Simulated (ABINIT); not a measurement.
# Ta (Im-3m) in ABINIT: notebook, part 2 of 2

ABINIT 10.8.3 (patched build).

### 4 Equation of state, PBE

run.abi reads:

```
# Datasets: one volume each
ndtset 7
getwfk -1
scalecart1 3*0.9795861087
scalecart2 3*0.9864848297
scalecart3 3*0.9932883884
scalecart4 3*1.0000000000
scalecart5 3*1.0066227096
scalecart6 3*1.0131594038
scalecart7 3*1.0196128224

# Pseudopotentials
pp_dirpath "./"
pseudos "Ta.GGA_PBE-JTH.xml"

# Structure
acell 5.4048073095 5.4048073095 5.4048073095
rprim
    -0.5773502692     0.5773502692     0.5773502692
     0.5773502692    -0.5773502692     0.5773502692
     0.5773502692     0.5773502692    -0.5773502692
ntypat 1
znucl 73
natom 1
typat 1
xred
     0.0000000000     0.0000000000     0.0000000000

# Plane-wave basis
ecut 571.439111 eV
pawecutdg 42.0

# k points
kptopt 1
ngkpt 11 11 11
nshiftk 1
shiftk 0.0 0.0 0.0

# Exchange and correlation
ixc 11

# Bands and occupations
nband 11
occopt 3
tsmear 0.05 eV

# SCF cycle
nstep 100
tolvrs 1.0e-9

# Output
iomode 3
prtwf 1
prtden 0
prteig 0
prtebands 0
```

Potentials or basis: JTH PAW PBE v2.0.

On the command line:

```bash
$ abinit run.abi > log 2>&1
```

run.abo:

```text
.Version 10.8.3 of ABINIT
 DATASET    1 : space group Im -3 m (#229); Bravais cI (body-center cubic)
================================================================================
 Values of the parameters that define the memory need for DATASET  1.
     intxc =       0    ionmov =       0      iscf =      17    lmnmax =      18
     lnmax =       6     mgfft =      24  mpssoang =       3    mqgrid =    3001
     natom =       1  nloc_mem =       2    nspden =       1   nspinor =       1
    nsppol =       1      nsym =      48    n1xccc =       1    ntypat =       1
    occopt =       3   xclevel =       2
       mpw =         543          nfft =       13824          nkpt =          56
 PAW method is used; the additional fine FFT grid is defined by:
   mgfftf=        32    nfftf =     32768
================================================================================
================================================================================
[... 71 lines left out ...]
 DATASET    7 : space group Im -3 m (#229); Bravais cI (body-center cubic)
[... 1349 lines left out ...]
            fcart6    -0.0000000000E+00 -0.0000000000E+00 -0.0000000000E+00
            fcart7    -0.0000000000E+00 -0.0000000000E+00 -0.0000000000E+00
            rprim1    -5.6556430356E-01  5.6556430356E-01  5.6556430356E-01
                       5.6556430356E-01 -5.6556430356E-01  5.6556430356E-01
                       5.6556430356E-01  5.6556430356E-01 -5.6556430356E-01
[... 17 lines left out ...]
                       5.8867373749E-01  5.8867373749E-01 -5.8867373749E-01
           strten1    -5.6506928960E-04 -5.6506928960E-04 -5.6506928960E-04
                       0.0000000000E+00  0.0000000000E+00  0.0000000000E+00
           strten2    -3.8079799365E-04 -3.8079799365E-04 -3.8079799365E-04
                       0.0000000000E+00  0.0000000000E+00  0.0000000000E+00
           strten3    -2.1742767128E-04 -2.1742767128E-04 -2.1742767128E-04
                       0.0000000000E+00  0.0000000000E+00  0.0000000000E+00
           strten4    -7.3015308262E-05 -7.3015308262E-05 -7.3015308262E-05
                       0.0000000000E+00  0.0000000000E+00  0.0000000000E+00
           strten5     5.9129626265E-05  5.9129626265E-05  5.9129626265E-05
                       0.0000000000E+00  0.0000000000E+00  0.0000000000E+00
           strten6     1.7900818487E-04  1.7900818487E-04  1.7900818487E-04
                       0.0000000000E+00  0.0000000000E+00  0.0000000000E+00
           strten7     2.9108927938E-04  2.9108927938E-04  2.9108927938E-04
                       0.0000000000E+00  0.0000000000E+00  0.0000000000E+00
 Calculation completed.
```

Wall time 50 s (1 thread of AMD EPYC 7R43 (Zen 3), shared host); peak memory 0.14 GiB.

What came out:

```yaml
Equilibrium_volume: 18.25 Å³/atom
Bulk_modulus: 195 GPa
Pressure_derivative_of_the_bulk_modulus: "4.1 (rough: it moves with the points fitted)"
```

Energy against volume, from the lowest point:
```
volume (Å³/atom)  energy (meV/atom)
          16.930              65.47
          17.290              33.00
          17.650              12.15
          18.010               1.54
          18.371               0.00
          18.731               6.85
          19.091              21.57
```

Caveat: pressures at fixed basis lie under the slope of the energies. The run has no spin-orbit coupling, so splittings on Ta are missing.

### 5 Equation of state, PBE

run.abi reads:

```
ndtset 7
getwfk -1
scalecart1 3*0.9795861087
scalecart2 3*0.9864848297
scalecart3 3*0.9932883884
scalecart4 3*1.0000000000
scalecart5 3*1.0066227096
scalecart6 3*1.0131594038
scalecart7 3*1.0196128224

pp_dirpath "./"
pseudos "Ta_ONCV_PBE-1.2.upf"

acell 3*1.0
rprim
    -3.1204669551     3.1204669551     3.1204669551
     3.1204669551    -3.1204669551     3.1204669551
     3.1204669551     3.1204669551    -3.1204669551
ntypat 1
znucl 73
natom 1
typat 1
xred
     0.0000000000     0.0000000000     0.0000000000

ecut 816.341587 eV

kptopt 1
ngkpt 11 11 11
nshiftk 1
shiftk 0.0 0.0 0.0

ixc 11

nband 18
occopt 3
tsmear 0.05 eV

nstep 100
tolvrs 1.0e-10

iomode 3
prtwf 1
prtden 0
prteig 0
prtebands 0
```

Potentials or basis: SG15 NC PBE v1.2.

On the command line:

```bash
$ abinit run.abi > log 2>&1
```

It took 2.5 min on 1 thread of AMD EPYC 7R43 (Zen 3), shared host; peak memory 0.11 GiB.

The run converged. Its results:

```
Equilibrium volume                      : 18.29 Å³/atom
Bulk modulus                            : 194 GPa
Pressure derivative of the bulk modulus : 4.3
```

Energy against volume, from the lowest point:
| volume (Å³/atom) | energy (meV/atom) |
| --- | --- |
| 16.930 | 69.50 |
| 17.290 | 36.00 |
| 17.650 | 14.03 |
| 18.010 | 2.38 |
| 18.371 | 0.00 |
| 18.731 | 6.00 |
| 19.091 | 19.60 |

Caveat: pressures at fixed basis lie under the slope of the energies. PBE usually gives volumes a little too large and moduli too small.

### 6 Band structure, r2SCAN

run.abi reads:

```
# Datasets: ground state, then fixed potential
ndtset 2

# Pseudopotentials
pp_dirpath "./"
pseudos "Ta.upf"

# Structure
acell 5.4048073095 5.4048073095 5.4048073095
rprim
    -0.5773502692     0.5773502692     0.5773502692
     0.5773502692    -0.5773502692     0.5773502692
     0.5773502692     0.5773502692    -0.5773502692
ntypat 1
znucl 73
natom 1
typat 1
xred
     0.0000000000     0.0000000000     0.0000000000

# Plane-wave basis
ecut 35.0

# Exchange and correlation
ixc -497498
usekden 1
nc_xccc_gspace 1
boxcutmin 3.0

# Bands and occupations
occopt 3
tsmear 0.05 eV

# SCF cycle
nstep 100

# Output
iomode 3
prtwf 0
prteig 0
prtebands 0
enunit 1
prtden1 1
prtkden1 1

# Dataset 1
kptopt1 1
ngkpt1 11 11 11
nshiftk1 1
shiftk1 0.0 0.0 0.0
nband1 11
tolvrs1 1.0e-9

# Dataset 2: bands along G-H-N-G-P-H
iscf2 -2
getden2 1
getkden2 1
nband2 15
nbdbuf2 2
tolwfr2 1.0e-12
kptopt2 -5
ndivsm2 8
prteig2 1
prtvol2 -3
kptbounds2
     0.0000000000     0.0000000000     0.0000000000
     0.5000000000    -0.5000000000     0.5000000000
     0.0000000000     0.0000000000     0.5000000000
     0.0000000000     0.0000000000     0.0000000000
     0.2500000000     0.2500000000     0.2500000000
     0.5000000000    -0.5000000000     0.5000000000
```

Potentials or basis: PseudoDojo NC SR PBE v0.4.1 standard.

On the command line:

```bash
$ abinit run.abi > log 2>&1
```

Run time: 3.9 min. Hardware: 1 thread of AMD EPYC 7R43 (Zen 3), shared host; peak memory 0.11 GiB.

The run converged. Its results:

- Free energy: -1800.5569 eV
- Pressure: -1.9 GPa
- Band gap on the k mesh: none (metal or under the smearing width)
- Valence electrons inside the program's atomic spheres: Ta 9.28 (radii [1.0584] Å)

Levels at the corners of the path, in eV from the Fermi level:
| point | band 4 | band 5 | band 6 | band 7 | band 8 | band 9 |
| --- | --- | --- | --- | --- | --- | --- |
| Γ | -34.16 | -8.36 | 0.84 | 0.84 | 0.84 | 4.30 |
| H | -35.02 | -3.90 | -3.90 | 7.08 | 7.08 | 7.08 |
| N | -34.17 | -4.54 | -1.54 | 1.54 | 4.16 | 5.22 |
| Γ | -34.16 | -8.36 | 0.84 | 0.84 | 0.84 | 4.30 |
| P | -34.78 | -1.30 | -1.30 | -1.30 | 5.40 | 5.40 |
| H | -35.02 | -3.90 | -3.90 | 7.08 | 7.08 | 7.08 |

Caveat: a meta-GGA on potentials with a model core is unreliable; a meta-GGA on norm-conserving files made for a GGA shifts volumes by about 1 %; the potentials were made for another functional, which shifts forces and pressure; spin-orbit coupling is left out, which moves the levels of the heavy elements.

### 7 Band structure, WC

run.abi: that of step 6 with these lines changed.

```diff
@@ -5,3 +5,3 @@
 pp_dirpath "./"
-pseudos "Ta.upf"
+pseudos "Ta.GGA_PBE-JTH.xml"
 
@@ -21,9 +21,7 @@
 # Plane-wave basis
-ecut 35.0
+ecut 15.0
+pawecutdg 30.0
 
 # Exchange and correlation
-ixc -497498
-usekden 1
-nc_xccc_gspace 1
-boxcutmin 3.0
+ixc 23
 
@@ -31,3 +29,3 @@
 occopt 3
-tsmear 0.05 eV
+tsmear 0.00183747
 
@@ -41,5 +39,3 @@
 prtebands 0
-enunit 1
 prtden1 1
-prtkden1 1
 
@@ -56,3 +52,2 @@
 getden2 1
-getkden2 1
 nband2 15
@@ -61,3 +56,3 @@
 kptopt2 -5
-ndivsm2 8
+ndivsm2 6
 prteig2 1
```

Potentials or basis: JTH PAW PBE v2.0.

On the command line:

```bash
$ abinit run.abi > log 2>&1
```

It took 9.9 s on 1 thread of AMD EPYC 7R43 (Zen 3), shared host; peak memory 0.11 GiB.

It converged, with:

| Item | Value |
| --- | --- |
| Free energy | -1607.0574 eV |
| Band gap on the k mesh | none (metal or under the smearing width) |
| Valence electrons inside the program's atomic spheres | Ta 10.67 (radii [1.2805] Å) |

Levels at the corners of the path, in eV from the Fermi level:
```csv
point,band 2,band 3,band 4,band 5,band 6,band 7,band 8,band 9,band 10,band 11
Γ,-33.03,-33.03,-33.03,-7.91,0.72,0.72,0.72,3.99,3.99,15.05
H,-33.85,-33.85,-33.85,-3.80,-3.80,6.84,6.84,6.84,8.67,8.67
N,-34.21,-33.41,-33.04,-4.38,-1.55,1.63,3.87,4.90,7.81,11.69
Γ,-33.03,-33.03,-33.03,-7.91,0.72,0.72,0.72,3.99,3.99,15.05
P,-33.63,-33.63,-33.63,-1.22,-1.22,-1.22,5.07,5.07,7.03,12.88
H,-33.85,-33.85,-33.85,-3.80,-3.80,6.84,6.84,6.84,8.67,8.67
```

Caveat: the cutoff is too short for stress, so the log's stress isn't used; the PAW data sets were made with another functional, which shifts forces and pressure a little; spin-orbit coupling is left out, which moves the levels of the heavy elements.

### 8 For comparison

An earlier run on the cell as given: functional PBE; potentials or basis JTH PAW PBE v2.0; cutoff 517 eV; k mesh 11 × 11 × 11; occupations fermi-dirac, width 0.05 eV; no spin polarisation.

* Pressure: 2.4 GPa
* Band gap on the k mesh: none (metal or under the smearing width)
* Valence electrons inside the program's atomic spheres: Ta 10.66 (radii [1.2805] Å)

### 9 Summary

| task | level | potentials or basis | spin | cutoff (eV) | fine-grid cutoff | gap on the mesh (eV) | pressure (GPa) | V0 of scaled cells (Å³/atom) | B0 (GPa) |
| --- | --- | --- | --- | --- | --- | --- | --- | --- | --- |
| band structure | BLYP | JTH PAW PBE v2.0 | off | 408 | 816.342 eV | none | - | - | - |
| band structure | revPBE | JTH PAW PBE v2.0 | SOC, no magnetisation | 408 | 816.342 eV | none | - | - | - |
| equation of state | PBE | JTH PAW PBE v2.0 | off | 571 | 1142.88 eV | - | - | 18.25 | 195 |
| equation of state | PBE | SG15 NC PBE v1.2 | off | 816 | - | - | - | 18.29 | 194 |
| band structure | r2SCAN | PseudoDojo NC SR PBE v0.4.1 standard | off | 952 | - | none | -1.9 | - | - |
| band structure | WC | JTH PAW PBE v2.0 | off | 408 | 816.342 eV | none | - | - | - |
| single point | PBE | JTH PAW PBE v2.0 | off | 517 | 1034.03 eV | none | 2.4 | - | - |

Alike in all rows: cell as given; k mesh 11 × 11 × 11; smearing fermi-dirac 0.05 eV.

Caveats: the PAW data sets were made with another functional, which shifts forces and pressure a little (some runs); spin-orbit coupling is left out, which moves the levels of the heavy elements (some runs); pressures at fixed basis lie under the slope of the energies (some runs); a meta-GGA on potentials with a model core is unreliable (some runs); a meta-GGA on norm-conserving files made for a GGA shifts volumes by about 1 % (some runs); the potentials were made for another functional, which shifts forces and pressure (some runs).

Absolute energies hang on the potentials; compare differences alone.

### 10 How close it comes

Step 4. A measured bulk modulus of Ta is 194 GPa (quoted in “Pressure effects on the electronic structure and superconductivity of (TaNb)0.67(HfZrTi)0.33 high entropy alloy”, 2019, arxiv:1910.08312); the calculated 195 GPa misses it by +0.7 %. The fit is for a static lattice scaled at fixed shape and fixed fractional positions.

Step 5. Measured bulk modulus of Ta: 194 GPa (quoted in “Refinement of the equation of state of tantalum”, 2004, arxiv:cond-mat/0403080). This calculation gives 194 GPa (-0.1 %). The fit is for a static lattice scaled at fixed shape and fixed fractional positions.
